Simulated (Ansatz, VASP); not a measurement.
**Ge in VASP and in Ansatz**

```
CELL_PARAMETERS angstrom
0.00000 2.90554 2.90554
2.90554 0.00000 2.90554
2.90554 2.90554 0.00000
ATOMIC_POSITIONS crystal
Ge 0.50000 0.50000 0.50000
Ge 0.75000 0.75000 0.75000
```

Alike in both runs: task single point; functional revPBE; k mesh 7 × 7 × 7; occupations fermi-dirac, width 0.05 eV; non-collinear spin, spin-orbit coupling.

|  | VASP | Ansatz |
| --- | --- | --- |
| version | VASP 6.6.1 | Ansatz 0.2.0 |
| potentials or method | VASP PAW PBE potentials, release 64 (Ge_d) | plane waves (420 eV) with PAW, fully relativistic with spin-orbit coupling |
| plane-wave cutoff (eV) | 520 | 420 |
| valence electrons in the cell | 28 | 28 |

```tsv
	VASP	Ansatz	Ansatz less VASP
net moment per atom (μB)	0.00	0.00	0.000
```
